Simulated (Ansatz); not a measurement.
# Cu2BrCl (R-3m): a soft mode frozen in, part 2 of 2

Which phase does Cu2BrCl (R-3m) fall into along its unstable mode, and how much energy does it gain?

Ansatz 0.2.0; DFT LDA, scalar-relativistic, plane waves, PAW.

So far. Step 4 (The mode frozen in, largest atomic shift 0.22 Å): The run ends at a pressure of 0.84 GPa, with forces up to 0.10 eV/Å. Step 5 (Energy along the mode, all amplitudes (two of the runs …): The lowest of the steps tried is at 0.22 Å, 4.49 meV/atom below the parent; the bottom of the well need not coincide with a step.

### 6. Relaxation from the frozen mode

Starting from the lowest point found, all atoms and the cell are let go, so that strain and other modes of the same symmetry can join in.

input.yaml

```yaml
crystal:
  lattice:
    - [1.7976886131, 1.0378960047, 5.7904915408]
    - [-1.7976886131, 1.0378960047, 5.7904915408]
    - [0.0, -2.0757920093, 5.7904915408]
  atoms:
    - { symbol: Cu, position: [0.2492793333, 0.2449917421, 0.2407041509] }
    - { symbol: Cu, position: [0.7592958491, 0.7550082579, 0.7507206667] }
    - { symbol: Br, position: [0.0203275905, 0.0, -0.0203275905] }
    - { symbol: Cl, position: [0.438810315, 0.5, 0.561189685] }
kpoints:
  mp_grid: { grid: [9, 9, 9] }
hamiltonian:
  xc: lda
scf:
  occupations: { method: fixed }
output:
  forces: true
  stress: true
  eigenvalues: true
relax:
  adjacent_minimum: "off"
  f_tol: 0.002
  max_steps: 120
  cell: { stress_tol: 0.03 }
```

The run is started by

```bash
$ ansatz run input.yaml --threads 4 --pin off --max-ram 7168MiB --backend cpu --events-out ev --progress --plain --runs-dir out
```

Numbers of over 12 decimals in the logs are rounded to 6 here.

Output:

```text
[...]
Crystal: 4 atoms, lattice volume = 64.824 Å³
Basis set: ecut = 420 eV, 1237 PW (Γ), FFT grids on a1−a3, a2−a3, a3
Bands: 32, of which v1, the nominal top of the filled ones, is band 26 counted from 1 (25 counted from 0)
Symmetry: 2 space group operations
[...]
k-points: 205 of 729 (time reversal used)
[...]
SCF iter   1: F=—  HF=-16849.951457 eV  |F-HF|=—  |Δ(HF+E_count)|=         —  Δρ=1.78e-2  dr2=1.02e-1  ethr=1.77e-3  ⟨swp⟩=5.5  Hψ=23371  notcnv=0  defer=818
[...]
SCF iter   8: F=-16849.922899 eV  HF=-16849.922899 eV  |F-HF|=2.04e-9  |Δ(HF+E_count)|=   2.80e-8  Δρ=5.78e-6  dr2=1.34e-8  ethr=1.92e-10  ⟨swp⟩=4.0  Hψ=23534  notcnv=0
SCF 1 converged in 8 iterations: F = -16849.922899 eV  dr2 = 1.34e-8
[...]
relax step   1: F+E_penalty+E_count = -16849.92289896 eV  Δ(F+E_penalty+E_count) = +0.000e0 eV  max|allowed force component| = 8.353e-2 eV/Å  Δτ_max = 0.0000 Å  P = +0.841 GPa  Ω = 64.824 Å³  (8 SCF iters, dr2 threshold 1.00e-7 eV, accepted)
Crystal: 4 atoms, lattice volume = 65.336 Å³
Basis set: ecut = 420 eV, 1257 PW (Γ), FFT grids on a1−a3, a2−a3, a3
[...]
iter 1 solved again at ethr=4.89e-7 eV; its pass at ethr=3.10e-3 eV (dr2=2.54e-4 eV) is discarded
[...]
SCF iter   5: F=-16849.927927 eV  HF=-16849.927928 eV  |F-HF|=2.56e-8  |Δ(HF+E_count)|=   1.52e-6  Δρ=1.07e-5  dr2=7.70e-8  ethr=7.69e-10  ⟨swp⟩=4.0  Hψ=30473  notcnv=0
SCF 2 converged in 5 iterations: F = -16849.927927 eV  dr2 = 7.70e-8
relax step   2: F+E_penalty+E_count = -16849.92792748 eV  Δ(F+E_penalty+E_count) = -5.029e-3 eV  max|allowed force component| = 8.198e-2 eV/Å  Δτ_max = 0.0095 Å  P = +0.265 GPa  Ω = 65.336 Å³  energy of the carried Pulay correction = -2.023e-4 eV  (5 SCF iters, dr2 threshold 4.00e-7 eV, accepted)
Crystal: 4 atoms, lattice volume = 66.475 Å³
Basis set: ecut = 420 eV, 1277 PW (Γ), FFT grids on a1−a3, a2−a3, a3
[...]
SCF iter   6: F=-16849.941840 eV  HF=-16849.941841 eV  |F-HF|=1.28e-7  |Δ(HF+E_count)|=   8.32e-7  Δρ=1.42e-5  dr2=2.41e-7  ethr=7.69e-10  ⟨swp⟩=10.1  Hψ=39839  notcnv=0
SCF 3 converged in 6 iterations: F = -16849.941840 eV  dr2 = 2.41e-7
[...]
relax step   3: F+E_penalty+E_count = -16849.94184040 eV  Δ(F+E_penalty+E_count) = -1.391e-2 eV  max|allowed force component| = 1.527e-1 eV/Å  Δτ_max = 0.0543 Å  P = -0.507 GPa  Ω = 66.475 Å³  energy of the carried Pulay correction = -6.464e-4 eV  (6 SCF iters, dr2 threshold 4.00e-7 eV, accepted)
[... from here on, the SCF cycles and remarks between the steps are left out ...]
relax step   4: F+E_penalty+E_count = -16849.95260665 eV  Δ(F+E_penalty+E_count) = -1.077e-2 eV  max|allowed force component| = 1.975e-1 eV/Å  Δτ_max = 0.0750 Å  P = -0.580 GPa  Ω = 67.473 Å³  energy of the carried Pulay correction = -1.029e-3 eV  (6 SCF iters, dr2 threshold 4.00e-7 eV, accepted)
relax step   5: F+E_penalty+E_count = -16849.96980125 eV  Δ(F+E_penalty+E_count) = -1.719e-2 eV  max|allowed force component| = 1.880e-1 eV/Å  Δτ_max = 0.1385 Å  P = -0.435 GPa  Ω = 69.365 Å³  energy of the carried Pulay correction = -1.740e-3 eV  (7 SCF iters, dr2 threshold 4.00e-7 eV, accepted)
relax step   6: F+E_penalty+E_count = -16849.98535125 eV  Δ(F+E_penalty+E_count) = -1.555e-2 eV  max|allowed force component| = 1.351e-1 eV/Å  Δτ_max = 0.1437 Å  P = -0.327 GPa  Ω = 71.222 Å³  energy of the carried Pulay correction = -2.418e-3 eV  (7 SCF iters, dr2 threshold 4.00e-7 eV, accepted)
relax step   7: F+E_penalty+E_count = -16850.02057835 eV  Δ(F+E_penalty+E_count) = -3.523e-2 eV  max|allowed force component| = 1.075e-1 eV/Å  Δτ_max = 0.1253 Å  P = -0.436 GPa  Ω = 71.056 Å³  energy of the carried Pulay correction = -2.358e-3 eV  (7 SCF iters, dr2 threshold 4.00e-7 eV, accepted)
relax step   8: F+E_penalty+E_count = -16850.05747761 eV  Δ(F+E_penalty+E_count) = -3.690e-2 eV  max|allowed force component| = 1.771e-1 eV/Å  Δτ_max = 0.1950 Å  P = +0.666 GPa  Ω = 69.553 Å³  energy of the carried Pulay correction = -1.809e-3 eV  (8 SCF iters, dr2 threshold 4.00e-7 eV, accepted)
relax step   9: F+E_penalty+E_count = -16850.05844324 eV  Δ(F+E_penalty+E_count) = -9.656e-4 eV  max|allowed force component| = 1.232e-1 eV/Å  Δτ_max = 0.1901 Å  P = -1.479 GPa  Ω = 71.555 Å³  energy of the carried Pulay correction = -2.537e-3 eV  (7 SCF iters, dr2 threshold 4.00e-7 eV, accepted)
relax step  10: F+E_penalty+E_count = -16850.05822488 eV  Δ(F+E_penalty+E_count) = +2.184e-4 eV  max|allowed force component| = 1.179e-1 eV/Å  Δτ_max = 0.1681 Å  P = -0.279 GPa  Ω = 70.775 Å³  energy of the carried Pulay correction = -2.256e-3 eV  (7 SCF iters, dr2 threshold 4.00e-7 eV, rejected (line search))
relax step  11: F+E_penalty+E_count = -16850.08671622 eV  Δ(F+E_penalty+E_count) = -2.827e-2 eV  max|allowed force component| = 1.070e-1 eV/Å  Δτ_max = 0.0758 Å  P = +0.373 GPa  Ω = 70.146 Å³  energy of the carried Pulay correction = -2.027e-3 eV  (12 SCF iters, accepted)
relax step  12: F+E_penalty+E_count = -16850.09455798 eV  Δ(F+E_penalty+E_count) = -7.842e-3 eV  max|allowed force component| = 1.316e-1 eV/Å  Δτ_max = 0.0960 Å  P = +0.220 GPa  Ω = 70.384 Å³  energy of the carried Pulay correction = -2.114e-3 eV  (7 SCF iters, dr2 threshold 4.00e-7 eV, accepted)
relax step  13: F+E_penalty+E_count = -16850.10073889 eV  Δ(F+E_penalty+E_count) = -6.181e-3 eV  max|allowed force component| = 2.565e-2 eV/Å  Δτ_max = 0.0275 Å  P = +0.120 GPa  Ω = 70.445 Å³  energy of the carried Pulay correction = -2.137e-3 eV  (7 SCF iters, dr2 threshold 4.00e-7 eV, accepted)
relax step  14: F+E_penalty+E_count = -16850.10094133 eV  Δ(F+E_penalty+E_count) = -2.024e-4 eV  max|allowed force component| = 2.130e-2 eV/Å  Δτ_max = 0.0240 Å  P = +0.146 GPa  Ω = 70.511 Å³  energy of the carried Pulay correction = -2.161e-3 eV  (7 SCF iters, dr2 threshold 2.28e-7 eV, accepted)
relax step  15: F+E_penalty+E_count = -16850.10126067 eV  Δ(F+E_penalty+E_count) = -3.193e-4 eV  max|allowed force component| = 2.777e-3 eV/Å  Δτ_max = 0.0088 Å  P = -0.038 GPa  Ω = 70.625 Å³  energy of the carried Pulay correction = -2.202e-3 eV  (6 SCF iters, dr2 threshold 1.69e-7 eV, accepted)
relax step  16: F+E_penalty+E_count = -16850.10128757 eV  Δ(F+E_penalty+E_count) = -2.690e-5 eV  max|allowed force component| = 3.805e-4 eV/Å  Δτ_max = 0.0025 Å  P = -0.002 GPa  Ω = 70.595 Å³  energy of the carried Pulay correction = -2.191e-3 eV  (6 SCF iters, dr2 threshold 1.35e-8 eV, accepted)
relax step  17: F+E_penalty+E_count = -16850.12883660 eV  Δ(F+E_penalty+E_count) = -2.755e-2 eV  max|allowed force component| = 2.709e-3 eV/Å  Δτ_max = 0.0000 Å  P = +0.690 GPa  Ω = 70.595 Å³  stress off target by 1.81e0 GPa  SCF on the basis re-selected at this cell (its energy is not comparable with the rows above)  (9 SCF iters)
relax step  18: F+E_penalty+E_count = -16850.14378171 eV  Δ(F+E_penalty+E_count) = -1.495e-2 eV  max|allowed force component| = 1.244e-2 eV/Å  Δτ_max = 0.0356 Å  P = +0.443 GPa  Ω = 71.024 Å³  energy of the carried Pulay correction = -1.433e-4 eV  (7 SCF iters, dr2 threshold 4.00e-7 eV, accepted)
relax step  19: F+E_penalty+E_count = -16850.14661636 eV  Δ(F+E_penalty+E_count) = -2.835e-3 eV  max|allowed force component| = 9.383e-2 eV/Å  Δτ_max = 0.0623 Å  P = +0.040 GPa  Ω = 71.848 Å³  energy of the carried Pulay correction = -4.505e-4 eV  (7 SCF iters, dr2 threshold 4.00e-7 eV, accepted)
relax step  20: F+E_penalty+E_count = -16850.14949933 eV  Δ(F+E_penalty+E_count) = -2.883e-3 eV  max|allowed force component| = 1.492e-2 eV/Å  Δτ_max = 0.0288 Å  P = +0.002 GPa  Ω = 71.710 Å³  energy of the carried Pulay correction = -3.978e-4 eV  (7 SCF iters, dr2 threshold 4.00e-7 eV, accepted)
relax step  21: F+E_penalty+E_count = -16850.14954975 eV  Δ(F+E_penalty+E_count) = -5.042e-5 eV  max|allowed force component| = 2.316e-3 eV/Å  Δτ_max = 0.0022 Å  P = -0.010 GPa  Ω = 71.723 Å³  energy of the carried Pulay correction = -4.039e-4 eV  (5 SCF iters, dr2 threshold 2.29e-8 eV, accepted)
relax step  22: F+E_penalty+E_count = -16850.14955973 eV  Δ(F+E_penalty+E_count) = -9.983e-6 eV  max|allowed force component| = 5.001e-4 eV/Å  Δτ_max = 0.0002 Å  P = +0.013 GPa  Ω = 71.700 Å³  energy of the carried Pulay correction = -3.942e-4 eV  (5 SCF iters, dr2 threshold 3.35e-10 eV, accepted)
[...]
SCF iter   7: F=-16850.150059 eV  HF=-16850.150059 eV  |F-HF|=3.64e-12  |Δ(HF+E_count)|=  1.46e-11  Δρ=5.88e-8  dr2=4.19e-12  ethr=1.00e-12  ⟨swp⟩=12.1  Hψ=45934  notcnv=0
SCF 23 converged in 7 iterations: F = -16850.150059 eV  dr2 = 4.19e-12
relax step  23: F+E_penalty+E_count = -16850.15005895 eV  Δ(F+E_penalty+E_count) = -4.992e-4 eV  max|allowed force component| = 2.152e-4 eV/Å  Δτ_max = 0.0000 Å  P = +0.011 GPa  Ω = 71.700 Å³  stress off target by 2.45e-2 GPa  SCF on the basis re-selected at this cell (its energy is not comparable with the rows above)  (7 SCF iters)
[...]
SCF converged after 7 iterations
Free energy (F): -16850.150059 eV
[...]
Internal energy: -16850.150059 eV  (E = F + TS)
E sigma→0 (E₀):  -16850.150059 eV
Fermi energy:    8.807025 eV
[...]
--- Forces (eV/Å), atoms counted from 1 ---
  atom   1  Cu     0.00009013    -0.00013833     0.00021519
  atom   2  Cu    -0.00016486     0.00000889    -0.00021519
  atom   3  Br     0.00001637     0.00002835    -0.00000000
  atom   4  Cl     0.00005819     0.00010078    -0.00000000
  max |Σ_I F_I| component: 3.11e-7 eV/Å
--- Stress (GPa, compression-positive) ---
        0.019505      -0.004293      -0.007123
       -0.004293       0.014547       0.004113
       -0.007123       0.004113      -0.002467
  P = ⅓ Tr σ = 0.0105 GPa (0.105 kbar)
--- Band table (eV; the first three rows and the last of 205) ---
  k-point 0: bands = [... 22 lower, 7.4902, 8.3118, 8.6431, 8.7903, 8.9520, 12.4080, 15.4911, 15.5559, ... 2 higher]
  k-point 1: bands = [... 22 lower, 7.4165, 8.0890, 8.3459, 8.5672, 9.4861, 13.0148, 14.0389, 15.6274, ... 2 higher]
  k-point 2: bands = [... 22 lower, 7.3647, 7.6272, 7.9300, 8.3053, 10.3260, 12.7345, 14.0773, 15.0830, ... 2 higher]
  k-point 204: bands = [... 22 lower, 7.4198, 7.4715, 7.6265, 7.8420, 11.2665, 12.4702, 14.4945, 15.5942, ... 2 higher]
--- Relaxed structure (21 steps of the walk, 20 accepted, 2 SCFs on fresh bases) ---
  F+E_penalty+E_count = -16850.15005895 eV   max|allowed force component| = 2.152e-4 eV/Å   (the final SCF, on the basis selected at the relaxed cell)
  cell:  # Å, volume = 71.6997 Å³
    - [1.355202, 1.255000, 5.502360]
    - [-2.693772, 1.555250, 5.864108]
    - [-0.409261, -1.801140, 5.502360]
  atoms:
    - { symbol: Cu, position: [0.393675, 6.74079140413203e-5, 0.284748] }
    - { symbol: Cu, position: [0.715252, 0.999933, 0.606325] }
    - { symbol: Br, position: [0.054371, -1.1743697666150076e-17, -0.054371] }
    - { symbol: Cl, position: [0.304416, 0.500000, 0.695584] }
```

It took 9.9 min on 4 threads of Arm Neoverse N1, shared host; peak memory 0.64 GiB.

The steps of the relaxation (22 of 23):

| step | energy less that of the first step (eV) | largest force component (eV/Å) | pressure (GPa) | volume (Å³) |
| --- | --- | --- | --- | --- |
| 1 | 0.0000 | 0.0835 | 0.84 | 64.82 |
| 2 | -0.0050 | 0.0820 | 0.27 | 65.34 |
| 3 | -0.0189 | 0.1527 | -0.51 | 66.47 |
| 4 | -0.0297 | 0.1975 | -0.58 | 67.47 |
| 5 | -0.0469 | 0.1880 | -0.44 | 69.37 |
| 6 | -0.0625 | 0.1351 | -0.33 | 71.22 |
| 7 | -0.0977 | 0.1075 | -0.44 | 71.06 |
| 8 | -0.1346 | 0.1771 | 0.67 | 69.55 |
| 9 | -0.1355 | 0.1232 | -1.48 | 71.55 |
| 10 | -0.1353 | 0.1179 | -0.28 | 70.78 |
| 11 | -0.1638 | 0.1070 | 0.37 | 70.15 |
| 13 | -0.1778 | 0.0257 | 0.12 | 70.45 |
| 14 | -0.1780 | 0.0213 | 0.15 | 70.51 |
| 15 | -0.1784 | 0.0028 | -0.04 | 70.63 |
| 16 | -0.1784 | 0.0004 | 0.00 | 70.60 |
| 17* | -0.2059 | 0.0027 | 0.69 | 70.60 |
| 18 | -0.2209 | 0.0124 | 0.44 | 71.02 |
| 19 | -0.2237 | 0.0938 | 0.04 | 71.85 |
| 20 | -0.2266 | 0.0149 | 0.00 | 71.71 |
| 21 | -0.2267 | 0.0023 | -0.01 | 71.72 |
| 22 | -0.2267 | 0.0005 | 0.01 | 71.70 |
| 23* | -0.2272 | 0.0002 | 0.01 | 71.70 |

Relaxation steps marked * repeat the geometry before them on a plane-wave basis chosen anew for their cell, so energy and pressure can jump there. Other such steps can lie between the rows shown. Relaxation step 10 was tried and not accepted.

The run keeps the 2 symmetry operations that it works with, so distortions that break them were not tested.

| cell as run | before | after | change |
| --- | --- | --- | --- |
| a (Å) | 6.151 | 5.804 | -5.6 % |
| b (Å) | 6.151 | 6.638 | +7.9 % |
| c (Å) | 6.151 | 5.804 | -5.6 % |
| α (°) | 33.98 | 37.50 | +10.3 % |
| β (°) | 33.98 | 35.40 | +4.2 % |
| γ (°) | 33.98 | 37.50 | +10.3 % |
| volume (Å³/atom) | 16.21 | 17.92 | +10.6 % |

The atoms that moved most (Å, as changes of fractional coordinates times the final cell):

| atom | dx | dy | dz | length |
| --- | --- | --- | --- | --- |
| Cu2 | -0.660 | 0.586 | 0.399 | 0.969 |
| Cu1 | 0.837 | -0.279 | -0.399 | 0.969 |
| Cl4 | -0.237 | -0.411 | 0.000 | 0.474 |
| Br3 | 0.060 | 0.104 | 0.000 | 0.120 |

This step gave:

| Property | Result |
| --- | --- |
| pressure | 0.01053 GPa |
| gap on the k-mesh | 0.1449 eV |
| volume per atom | 17.92 Å³ |

The distorted start has space group C2; the relaxation ends in F222.

### 7. The new phase in its own primitive cell

The relaxed structure is symmetrised, reduced to its primitive cell and relaxed tightly, as its phonons need.

input.yaml

```yaml
crystal:
  lattice:
    - [0.0, 3.6744895833, 5.5293967811]
    - [1.7644631556, 0.0, 5.5293967811]
    - [1.7644631556, 3.6744895833, 0.0]
  atoms:
    - { symbol: Cu, position: [0.3392451902, 0.3392451902, 0.6607548098] }
    - { symbol: Cu, position: [0.6607548098, 0.6607548098, 0.3392451902] }
    - { symbol: Br, position: [0.0, 0.0, 0.0] }
    - { symbol: Cl, position: [0.25, 0.25, 0.25] }
kpoints:
  mp_grid: { grid: [10, 10, 10] }
hamiltonian:
  xc: lda
scf:
  occupations: { method: fixed }
output:
  forces: true
  stress: true
  eigenvalues: true
relax:
  adjacent_minimum: "off"
  f_tol: 0.001
  max_steps: 60
  cell: { stress_tol: 0.01 }
```

Output:

```text
[...]
Crystal: 4 atoms, lattice volume = 71.700 Å³
Basis set: ecut = 420 eV, 1407 PW (Γ)
Bands: 32, of which v1, the nominal top of the filled ones, is band 26 counted from 1 (25 counted from 0)
Symmetry: 4 space group operations
[...]
k-points: 171 of 1000 (time reversal used)
[...]
--- Relaxed structure (3 steps of the walk, 3 accepted, 1 SCFs on fresh bases) ---
[...]
cell:  # Å, volume = 71.7154 Å³
    - [0, 3.675590, 5.527969]
    - [1.764776, 0, 5.527969]
    - [1.764776, 3.675590, 0]
  atoms:
    - { symbol: Cu, position: [0.339230, 0.339230, 0.660770] }
    - { symbol: Cu, position: [0.660770, 0.660770, 0.339230] }
    - { symbol: Br, position: [0, 0, 0] }
    - { symbol: Cl, position: [0.250000, 0.250000, 0.25] }
[key lines of the parts left out:]
SCF converged after 6 iterations
Free energy (F): -16850.150120 eV
Fermi energy:    8.803136 eV
P = ⅓ Tr σ = -0.0021 GPa (-0.021 kbar)
```

Wall time 98 s (4 threads); peak memory 0.6 GiB; 5.9 min of CPU time.

Little changed from the start: no atom moved by 0.005 Å and no cell edge by 0.1 %.

This step gave:

- pressure: -0.002124 GPa
- gap on the k-mesh: 0.1436 eV
- volume per atom: 17.93 Å³
- direct gap on mesh: 0.1597 eV

The largest force component left is 0.44 meV/Å and the pressure is -0.002 GPa, within the tolerances set. The cell now holds 17.93 Å³/atom.

### 8. What came out

| Property | Result |
| --- | --- |
| unstable mode of the parent | q = (0, 0, 0), 90i cm⁻¹ |
| depth at the lowest point sampled | 4.49 meV/atom |
| largest atomic shift at that point | 0.22 Å |
| space group reached (within 0.01 Å) | F222 |
| energy gained over the parent (first relaxation, on the mesh of the frozen mode) | 61.3 meV/atom |
| volume per atom, phase reached | 17.9 Å³ |
| gap on the k-mesh, phase reached | 0.144 eV |

In words: Along this mode the structure falls into F222, 61.3 meV/atom below the parent. At the parent's cell the well is 4.49 meV/atom deep on the steps tried, with its lowest point at a shift of 0.22 Å. Relaxing atoms and cell changes the gain by +56.79 meV/atom against the lowest step (energies at zero smearing). Most of the total comes from this relaxation. The modes of the phase reached were not computed on this path. Of the 2 patterns followed to their end from this parent, this one ends 80.6 meV/atom above the lowest, Cm. Each path keeps the symmetry of its pattern, so a lower phase may lie along a pattern not tried. In this run the field response is not settled by the k meshes in reach, so its dielectric tensor, Born charges and longitudinal modes are rough.

[Logs are printed without paths, hosts, clocks, repeated set-up lines and the standing remarks that a program may print on its own settings, such as how far it seeks lower states.]

[Hosts, paths, dates, database ids (printed as entryN), source tags and the programs' standing remarks are cut or masked in the printed files.]
